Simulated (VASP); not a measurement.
Set up this calculation in VASP 6.6.1, as the native input.

- Task: single point
- Functional: PBE
- Potentials or basis: VASP PAW PBE potentials, release 64 (Cd)
- Cutoff: 520 eV
- k mesh: 6 × 6 × 6
- Occupations: gaussian, width 0.1 eV
- Spin: no spin polarisation
- Dipole correction: no
- Further INCAR settings: ALGO = Fast; EDIFF = 1e-06; NBANDS = 12

The structure of Cd lies in POSCAR:

```
Cd
1.0
    1.7581944300      1.0150940275      2.2704077011
   -1.7581944300      1.0150940275      2.2704077011
    0.0000000000     -2.0301880549      2.2704077011
Cd
1
Direct
    0.0000000000      0.0000000000      0.0000000000
```

This isn't the form of Cd at room conditions, which is hcp.

The cell isn't the ideal one: Hg replaced by Cd, lengths x 1.055, strained and moved within the space group.

The input as run:

INCAR

```
PREC     = Accurate       # precision mode
ENCUT    = 520            # plane-wave cutoff, eV
EDIFF    = 1E-6           # SCF threshold, eV
ISMEAR   = 0              # smearing method
SIGMA    = 0.1            # smearing width, eV
LREAL    = F              # projectors in reciprocal space
LASPH    = T              # aspherical terms in the spheres
NELM     = 60             # most SCF steps
ALGO     = Fast           # electronic algorithm
ISIF     = 2              # what is computed and relaxed
LWAVE    = F              # write WAVECAR
LCHARG   = F              # write CHGCAR
GGA      = PE             # functional
NBANDS   = 12             # bands
```

KPOINTS

```
Automatic mesh
0
Gamma
  6 6 6
```

Potentials or basis: VASP PAW PBE potentials, release 64 (Cd).

The run is started by

```console
$ cat potpaw_PBE.64/Cd/POTCAR > POTCAR
$ mpirun -np 1 vasp_std > vasp.out
```

Results of the run:

* Pressure: -0.9 GPa
* Band gap on the k mesh: none (metal or under the smearing width)

Caveat: the k mesh is coarse (spacing up to 0.38 Å⁻¹), so the values aren't converged.

It used 3.8 s of CPU time on 1 thread of Intel(R) Xeon(R) Platinum 8488C (Sapphire Rapids), on a shared host, which was overloaded at the time.
